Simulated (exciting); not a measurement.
MgS (Niningerite):

```xyz
2
Lattice="0.0000 2.6016 2.6016 2.6016 0.0000 2.6016 2.6016 2.6016 0.0000" Properties=species:S:1:pos:R:3 pbc="T T T"
S     2.6016    2.6016    2.6016
Mg    0.0000    0.0000    0.0000
```

Base run:

```yaml
Program: exciting (release sodium)
Functional: PBEsol
Potentials_or_basis: all-electron LAPW+lo, shipped species files, valence relativity iora*
rgkmax: 7.5
k_mesh: 9 × 9 × 9
Occupations: fermi-dirac, width 0.05 eV
Spin: no spin polarisation
```

Its results: band gap on the k mesh 2.84 eV, indirect (least direct gap 3.59 eV).

**Question.** The run is repeated on the same cell with these changes: functional from PBEsol to RPBE; occupations from fermi-dirac, width 0.05 eV to gaussian, width 0.1 eV. What comes out?

**Answer.** Band gap on the k mesh 3.06 eV, indirect (least direct gap 3.88 eV).

Caveats: an odd mesh through Γ misses points on the zone boundary, where band edges often lie.
